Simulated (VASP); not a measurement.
# InP (F-43m): a series in biaxial strain in the (111) plane

Strain engineering needs slopes: what does biaxial strain in the (111) plane do to the lattice and the band edges of InP?

Program: VASP 6.6.1. Level of theory: LDA; plane waves and PAW (In_d, P), in the first sound run; inputs show where later runs differ. Results are calculated unless marked as measured.

## (1) The structure

Symmetry: F-43m, No. 216, cubic system. The conventional cell has a = 5.869 Å, b = 5.869 Å, c = 5.869 Å, α = 90.00°, β = 90.00°, γ = 90.00°. Nearest to In lie 4 P at 2.54 Å. Nearest to P lie 4 In at 2.54 Å. Farther neighbours are not listed.

As a file:

```
In P
1.0
     0.00000    2.93450    2.93450
     2.93450    0.00000    2.93450
     2.93450    2.93450    0.00000
In P
1 1
Direct
  0.00000 0.00000 0.00000
  0.25000 0.25000 0.25000
```

## (2) Relax the crystal, LDA

The series starts from the cell that this level prefers, so that zero strain is near zero stress.

This step took 2 runs in a row; the last is shown.

Level: LDA; plane waves and PAW (In_d, P).

Contents of INCAR:

```
SYSTEM = InP
PREC = Accurate
ENCUT = 450
EDIFF = 1E-07
NELM = 120
ISMEAR = 0
SIGMA = 0.02
LREAL = .FALSE.
ALGO = Normal
GGA = CA
NBANDS = 15
LORBIT = 11
LWAVE = .FALSE.
LCHARG = .FALSE.
KPAR = 8
IBRION = 2
NSW = 40
ISIF = 3
EDIFFG = -0.005
POTIM = 0.4
```

Contents of POSCAR:

```
InP
1.0
    0.0000000000      2.9143010117      2.9143010117
    2.9143010117      0.0000000000      2.9143010117
    2.9143010117      2.9143010117      0.0000000000
In P
1 1
Direct
    0.0000000000      0.0000000000      0.0000000000
    0.2500000000      0.2500000000      0.2500000000
```

Contents of KPOINTS:

```
Automatic mesh
0
Gamma
9 9 9
0 0 0
```

Potentials, in the order of the species: In_d and P (LDA family, release 64).

Run with:

```
mpirun -np 8 vasp_std
```

Output:

```text
[banner, memory and clock lines left out]
running    8 mpi-ranks, on    1 nodes
[...]
|                                                                             |
|           W    W    AA    RRRRR   N    N  II  N    N   GGGG   !!!           |
|           W    W   A  A   R    R  NN   N  II  NN   N  G    G  !!!           |
|           W    W  A    A  R    R  N N  N  II  N N  N  G       !!!           |
|           W WW W  AAAAAA  RRRRR   N  N N  II  N  N N  G  GGG   !            |
|           WW  WW  A    A  R   R   N   NN  II  N   NN  G    G                |
|           W    W  A    A  R    R  N    N  II  N    N   GGGG   !!!           |
|                                                                             |
|     For optimal performance we recommend to set                             |
|       NCORE = 2 up to number-of-cores-per-socket                            |
|     NCORE specifies how many cores store one orbital (NPAR=cpu/NCORE).      |
|     This setting can greatly improve the performance of VASP for DFT.       |
[...]
|     Unfortunately you need to use the default for GW and RPA                |
|     calculations (for HF NCORE is supported but not extensively tested      |
|     yet).                                                                   |
|                                                                             |

 LDA part: xc-table for (Slater(with rela. corr.)+CA(PZ))
 , standard interpolation
 POSCAR, INCAR and KPOINTS ok, starting setup
[...]
entering main loop
       N       E                     dE             d eps       ncg     rms          rms(c)
DAV:   1     0.105700725744E+03    0.10570E+03   -0.77610E+03  1050   0.123E+03
DAV:   2    -0.282393448538E+01   -0.10852E+03   -0.10462E+03  1134   0.290E+02
DAV:   3    -0.992338051421E+01   -0.70994E+01   -0.70669E+01  1421   0.768E+01
DAV:   4    -0.101084349035E+02   -0.18505E+00   -0.18500E+00  1282   0.134E+01
[...]
DAV:  11    -0.967374161037E+01   -0.35848E-05   -0.30430E-05  1617   0.873E-02    0.675E-02
DAV:  12    -0.967373927746E+01    0.23329E-05   -0.51617E-06  1337   0.205E-02    0.122E-02
DAV:  13    -0.967373925528E+01    0.22180E-07   -0.42625E-07  1302   0.357E-03
   1 F= -.96737393E+01 E0= -.96737393E+01  d E =-.967374E+01
[...]
reached required accuracy - stopping structural energy minimisation
```

Elapsed: 4 s, on 8 MPI ranks of AMD EPYC 9R14 (Zen 4), shared host; peak memory 1.1 GiB.

The logs omit lines about the potential files and the build; timing stands in the text.

OUTCAR, selected parts (step 2):

```text
  Total       -0.0042518     -0.0042518     -0.0042518      0.0000000     -0.0000000      0.0000000
  in kB       -0.1376113     -0.1376113     -0.1376113      0.0000000     -0.0000000      0.0000000
  external PRESSURE =      -0.1376113 kB  Pullay stress =       0.0000000 kB

 POSITION                                       TOTAL-FORCE (eV/Angst)
 -----------------------------------------------------------------------------------
      0.00000      0.00000      0.00000        -0.000000     -0.000000     -0.000000
      1.45715      1.45715      1.45715         0.000000      0.000000      0.000000
 -----------------------------------------------------------------------------------
    total drift:                               -0.000000     -0.000000     -0.000000

  FREE ENERGIE OF THE ION-ELECTRON SYSTEM (eV)
  ---------------------------------------------------
  free  energy   TOTEN  =        -9.6737392553 eV

  energy  without entropy=       -9.6737392553  energy(sigma->0) =       -9.67373926

 reached required accuracy - stopping structural energy minimisation

[... 3 further parts left out ...]
[key lines of the parts left out:]
E-fermi :   5.2894
```

Read from the output:

- energy(sigma→0) of the program: -9.6737 eV
- stress, compression positive: -0.01 along [111], -0.01 across it (mean), GPa
- volume: 49.503 Å³
- ionic steps: 1

## (3) Strain along the normal, LDA

One member in full: the plane is strained by -0.5 %, and the strain along the normal is moved by secant steps until the normal stress is under 0.012 GPa or five steps are spent; the atoms relax at each step.

This step took 3 runs, each at a new trial strain with the atoms of the one before; the last is shown.

Level: LDA; plane waves and PAW (In_d, P); cell typed or built by script.

INCAR: that of step 2 with these lines changed.

```diff
@@ -14,7 +14,7 @@
 LCHARG = .FALSE.
-KPAR = 8
-IBRION = 2
-NSW = 40
-ISIF = 3
-EDIFFG = -0.005
-POTIM = 0.4
+KPAR = 2
+IBRION = 1
+NSW = 25
+ISIF = 2
+EDIFFG = -0.004
+POTIM = 0.3
```

Contents of POSCAR:

```
InP
1.0
    0.0157236750      2.9154531820      2.9154531820
    2.9154531820      0.0157236750      2.9154531820
    2.9154531820      2.9154531820      0.0157236750
In P
1 1
Direct
    0.0004757323      0.0004757323      0.0004757323
    0.2495242677      0.2495242677      0.2495242677
```

KPOINTS is that of step 2.

Run with:

```
mpirun -np 2 vasp_std
```

Output:

```text
[banner, memory and clock lines left out]
running    2 mpi-ranks, on    1 nodes
[...]
LDA part: xc-table for (Slater(with rela. corr.)+CA(PZ))
 , standard interpolation
 POSCAR, INCAR and KPOINTS ok, starting setup
[...]
entering main loop
       N       E                     dE             d eps       ncg     rms          rms(c)
DAV:   1     0.108501818859E+03    0.10850E+03   -0.78445E+03  2564   0.120E+03
DAV:   2    -0.267610525594E+01   -0.11118E+03   -0.10655E+03  2725   0.298E+02
DAV:   3    -0.991625476517E+01   -0.72401E+01   -0.71990E+01  3299   0.782E+01
DAV:   4    -0.101098481294E+02   -0.19359E+00   -0.19352E+00  3166   0.138E+01
[...]
DAV:  11    -0.967255606153E+01   -0.32716E-05   -0.32881E-05  4014   0.919E-02    0.722E-02
DAV:  12    -0.967255361001E+01    0.24515E-05   -0.54529E-06  3145   0.196E-02    0.121E-02
DAV:  13    -0.967255359359E+01    0.16413E-07   -0.47408E-07  3306   0.373E-03
   1 F= -.96725536E+01 E0= -.96725536E+01  d E =-.967255E+01
 BRION: g(F)=  0.412E-07 g(S)=  0.000E+00
 reached required accuracy - stopping structural energy minimisation
```

Elapsed: 21 s, on 2 MPI ranks; peak memory 0.3 GiB.

Parts of OUTCAR (step 3):

```text
  Total        0.1494553      0.1494553      0.1494553     -0.0759777     -0.0759777     -0.0759777
  in kB        4.8708116      4.8708116      4.8708116     -2.4761457     -2.4761457     -2.4761457
  external PRESSURE =       4.8708116 kB  Pullay stress =       0.0000000 kB

 POSITION                                       TOTAL-FORCE (eV/Angst)
 -----------------------------------------------------------------------------------
      0.00278      0.00278      0.00278        -0.000487     -0.000487     -0.000487
      1.45888      1.45888      1.45888         0.000487      0.000487      0.000487
 -----------------------------------------------------------------------------------
    total drift:                               -0.000094     -0.000094     -0.000093

  FREE ENERGIE OF THE ION-ELECTRON SYSTEM (eV)
  ---------------------------------------------------
  free  energy   TOTEN  =        -9.6725535936 eV

  energy  without entropy=       -9.6725535936  energy(sigma->0) =       -9.67255359

[... 1 part as in an earlier step ...]

[... 3 further parts left out ...]
[key lines of the parts left out:]
E-fermi :   5.3910
```

Numbers from this step:

```
energy(sigma→0) of the program : -9.6726 eV
stress, compression positive   : -0.01 along [111], 0.73 across it (mean), GPa
ionic steps                    : 1
```

## (4) Band edges, TB-mBJ with spin-orbit coupling

Short lines in KPOINTS_OPT sample the zone centre along and across the normal of the plane, for masses, and the other valleys.

Level: TB-mBJ, spin-orbit coupling; plane waves and PAW (In_d, P); cell typed or built by script.

TB-mBJ has no energy functional, so the total energy, stress and pressure in this output mean nothing.

Contents of INCAR:

```
SYSTEM = InP
PREC = Accurate
ENCUT = 450
EDIFF = 1E-06
NELM = 150
ISMEAR = 0
SIGMA = 0.02
LREAL = .FALSE.
ALGO = Normal
METAGGA = MBJ
LASPH = .TRUE.
LNONCOLLINEAR = .TRUE.
MAGMOM = 0 0 0 0 0 0
NBANDS = 28
GGA_COMPAT = .FALSE.
LSORBIT = .TRUE.
LWAVE = .FALSE.
LCHARG = .FALSE.
KPAR = 2
```

POSCAR is that of step 3.

Contents of KPOINTS:

```
Automatic mesh
0
Gamma
7 7 7
0 0 0
```

Contents of KPOINTS_OPT:

```
Line mode
6
Line-mode
Reciprocal
  0.00000000   0.00000000   0.00000000
  0.02686180   0.02686180   0.02686180

  0.00000000   0.00000000   0.00000000
 -0.01631671   0.01631671   0.00000000

  0.31000000   0.31000000   0.00000000
  0.50000000   0.50000000   0.00000000

  0.00000000   0.31000000   0.31000000
  0.00000000   0.50000000   0.50000000

  0.45000000   0.45000000   0.45000000
  0.50000000   0.50000000   0.50000000

  0.45000000   0.00000000   0.00000000
  0.50000000   0.00000000   0.00000000

  0.42500000   0.42500000   0.00000000
  0.42512513   0.44820044   0.02320044

  0.50000000   0.50000000   0.50000000
  0.48368329   0.51631671   0.50000000
```

Run with:

```
mpirun -np 2 vasp_ncl
```

Output:

```text
[banner, memory and clock lines left out]
running    2 mpi-ranks, on    1 nodes
[...]
|                                                                             |
|               ----> ADVICE to this user running VASP <----                  |
|                                                                             |
|     You enforced a specific xc type in the INCAR file but a different       |
|     [... a line on the potential file left out ...]
|     I HOPE YOU KNOW WHAT YOU ARE DOING!                                     |
|                                                                             |

 LDA part: xc-table for (None), standard interpolation
 POSCAR, INCAR and KPOINTS ok, starting setup
[...]
entering main loop
       N       E                     dE             d eps       ncg     rms          rms(c)
DAV:   1     0.730769083326E+02    0.73077E+02   -0.73745E+03  4716   0.133E+03
DAV:   2    -0.674846502426E+02   -0.14056E+03   -0.13471E+03  4760   0.346E+02
DAV:   3    -0.821438988061E+02   -0.14659E+02   -0.14440E+02  5828   0.127E+02
DAV:   4    -0.827485087513E+02   -0.60461E+00   -0.60315E+00  5852   0.260E+01
[...]
DAV:  38    -0.809301942451E+02    0.99658E-04   -0.24179E-08  2508   0.198E-03    0.268E-04
DAV:  39    -0.809301463004E+02    0.47945E-04   -0.12716E-08  2508   0.172E-03    0.330E-04
DAV:  40    -0.809301462504E+02    0.50026E-07   -0.61473E-09  2508   0.112E-03
   1 F= -.80930146E+02 E0= -.80930146E+02  d E =-.128256E-18  mag=     0.0000    -0.0000    -0.0000
 Start KPOINTS_OPT (optional k-point list driver)
k-point batch [1-48\48]
       N       E                     dE             ncg
DAV:   1     0.393661839122E+04   -0.13664E+05     2692
DAV:   2    -0.280100996344E+04   -0.67376E+04     2712
DAV:   3    -0.358292289168E+04   -0.78191E+03     3336
DAV:   4    -0.361578868847E+04   -0.32866E+02     3272
DAV:   5    -0.361826363964E+04   -0.24750E+01     5196
DAV:   6    -0.361827879424E+04   -0.15155E-01     3804
DAV:   7    -0.361827954482E+04   -0.75057E-03     4900
DAV:   8    -0.361827956482E+04   -0.20004E-04     3820
DAV:   9    -0.361827956574E+04   -0.91638E-06     2364
```

Wall time 9.5 min (2 MPI ranks); peak memory 0.88 GiB; 17 min of CPU time.

From OUTCAR (step 4):

```text
  LATTYP: Found a trigonal (rhomboedric) cell.
 ALAT       =     4.1231034121
 COS(alpha) =     0.5053858681

 Subroutine GETGRP returns: Found  6 space group operations
 (whereof  6 operations were pure point group operations)

The static configuration has the point symmetry C_3v.

 Found     84 irreducible k-points:

   k-points           NKPTS =     84   k-points in BZ     NKDIM =     84   number of bands    NBANDS=     28

   dimension x,y,z NGX =    30 NGY =   30 NGZ =   30
   dimension x,y,z NGXF=    60 NGYF=   60 NGZF=   60

   ENCUT  =  450.0 eV  33.07 Ry    5.75 a.u.   7.13  7.13  7.13*2*pi/ulx,y,z

   NELECT =      18.0000    total number of electrons

 E-fermi :   5.5676

 k-point     1 :       0.0000    0.0000    0.0000
  band No.  band energies     occupation
    ...
     14       5.3367      1.00000
     15       5.4236      1.00000
     16       5.4236      1.00000
     17       5.4524      1.00000
     18       5.4524      1.00000
     19       7.1950      0.00000
     20       7.1950      0.00000
     21       9.8449      0.00000
     22       9.8449      0.00000
     23      10.2593      0.00000
    ...

 k-point     2 :       0.1429   -0.0000   -0.0000
  band No.  band energies     occupation
    ...
     14       3.8631      1.00000
     15       5.1357      1.00000
     16       5.1358      1.00000
     17       5.2150      1.00000
     18       5.2265      1.00000
     19       8.0052      0.00000
     20       8.0059      0.00000
     21      10.1978      0.00000
     22      10.2222      0.00000
     23      10.5047      0.00000
    ...

  Total      -69.7502904    -69.7502904    -69.7502904     -0.0873115     -0.0873115     -0.0873115
  in kB    -2273.1914457  -2273.1914457  -2273.1914457     -2.8455201     -2.8455201     -2.8455201
  external PRESSURE =   -2273.1914457 kB  Pullay stress =       0.0000000 kB

 POSITION                                       TOTAL-FORCE (eV/Angst)
 -----------------------------------------------------------------------------------
      0.00278      0.00278      0.00278        -0.029121     -0.029121     -0.029121
      1.45888      1.45888      1.45888         0.029121      0.029121      0.029121
 -----------------------------------------------------------------------------------
    total drift:                               -0.015624     -0.015624     -0.015624

  FREE ENERGIE OF THE ION-ELECTRON SYSTEM (eV)
  ---------------------------------------------------
  free  energy   TOTEN  =       -80.9301462504 eV

  energy  without entropy=      -80.9301462504  energy(sigma->0) =      -80.93014625

 Spin-Orbit-Coupling matrix elements
 Ion:    1  E_soc:     -0.0684972
 Ion:    2  E_soc:     -0.0011154

[... 1 part as in an earlier step ...]

[... 7 further parts left out ...]
```

## (5) Band edges, r2SCAN with spin-orbit coupling

Short lines in KPOINTS_OPT sample the zone centre along and across the normal of the plane, for masses, and the other valleys.

Level: r2SCAN, spin-orbit coupling; plane waves and PAW (In_d, P); cell typed or built by script.

INCAR: that of step 4 with these lines changed.

```diff
@@ -4,3 +4,3 @@
 EDIFF = 1E-06
-NELM = 150
+NELM = 100
 ISMEAR = 0
@@ -9,3 +9,3 @@
 ALGO = Normal
-METAGGA = MBJ
+METAGGA = R2SCAN
 LASPH = .TRUE.
```

POSCAR is that of step 4.

KPOINTS is that of step 4.

KPOINTS_OPT is that of step 4.

Run with:

```
mpirun -np 2 vasp_ncl
```

Output:

```text
[banner, memory and clock lines left out]
running    2 mpi-ranks, on    1 nodes
[...]
[... a notice as in an earlier step ...]

 LDA part: xc-table for (None), standard interpolation
 POSCAR, INCAR and KPOINTS ok, starting setup
[...]
entering main loop
       N       E                     dE             d eps       ncg     rms          rms(c)
DAV:   1    -0.260429687747E+03   -0.26043E+03   -0.76653E+03  4716   0.138E+03
DAV:   2    -0.406134474716E+03   -0.14570E+03   -0.13978E+03  4780   0.362E+02
DAV:   3    -0.422044213168E+03   -0.15910E+02   -0.15673E+02  5824   0.134E+02
DAV:   4    -0.422714894681E+03   -0.67068E+00   -0.66903E+00  5892   0.280E+01
[...]
DAV:  12    -0.419197613384E+03   -0.57182E-05   -0.19776E-06  5168   0.136E-02    0.174E-01
DAV:  13    -0.419197613720E+03   -0.33607E-06   -0.89298E-05  5964   0.173E-01    0.179E-01
DAV:  14    -0.419197613413E+03    0.30721E-06   -0.35469E-06  5104   0.201E-02
   1 F= -.41919761E+03 E0= -.41919761E+03  d E =-.396011E-26  mag=    -0.0000     0.0000    -0.0000
 Start KPOINTS_OPT (optional k-point list driver)
k-point batch [1-48\48]
       N       E                     dE             ncg
DAV:   1     0.389565994977E+04   -0.13704E+05     2692
DAV:   2    -0.307303248768E+04   -0.69687E+04     2716
DAV:   3    -0.385978376415E+04   -0.78675E+03     3332
DAV:   4    -0.389294903998E+04   -0.33165E+02     3276
DAV:   5    -0.389480197326E+04   -0.18529E+01     4412
DAV:   6    -0.389482425715E+04   -0.22284E-01     3572
DAV:   7    -0.389482559713E+04   -0.13400E-02     4464
DAV:   8    -0.389482561924E+04   -0.22112E-04     3384
DAV:   9    -0.389482562001E+04   -0.77418E-06     2296
```

Elapsed: 13 min, on 2 MPI ranks; peak memory 0.85 GiB.

Parts of OUTCAR (step 5):

```text
  Total        1.0141211      1.0141211      1.0141211     -0.0814581     -0.0814581     -0.0814581
  in kB       33.0506344     33.0506344     33.0506344     -2.6547530     -2.6547530     -2.6547530
  external PRESSURE =      33.0506344 kB  Pullay stress =       0.0000000 kB

 POSITION                                       TOTAL-FORCE (eV/Angst)
 -----------------------------------------------------------------------------------
      0.00278      0.00278      0.00278         0.001424      0.001424      0.001424
      1.45888      1.45888      1.45888        -0.001424     -0.001424     -0.001424
 -----------------------------------------------------------------------------------
    total drift:                               -0.000534     -0.000534     -0.000534

  FREE ENERGIE OF THE ION-ELECTRON SYSTEM (eV)
  ---------------------------------------------------
  free  energy   TOTEN  =      -419.1976134132 eV

  energy  without entropy=     -419.1976134132  energy(sigma->0) =     -419.19761341

[... 2 parts as in an earlier step ...]

[... 1 further part left out ...]
[key lines of the parts left out:]
E-fermi :   5.5175
```

Numbers from this step:

```
energy(sigma→0) of the program : -419.1976 eV
stress, compression positive   : 2.77 along [111], 3.57 across it (mean), GPa
```

The run ends at a pressure of 3.31 GPa, with forces up to 0.0025 eV/Å.

(Continued in part 2 of 2.)

[Lines on the potential files, build, host, timing and source positions are cut from VASP's logs without a mark.]

[Logs are printed without paths, hosts, clocks, repeated set-up lines and the standing remarks that a program may print on its own settings, such as how far it seeks lower states.]

[Hosts, paths, dates, database ids (printed as entryN), source tags and the programs' standing remarks are cut or masked in the printed files.]

[In band tables of VASP the shares of atoms and orbitals are scaled to a sum of 1 inside the atoms' spheres.]
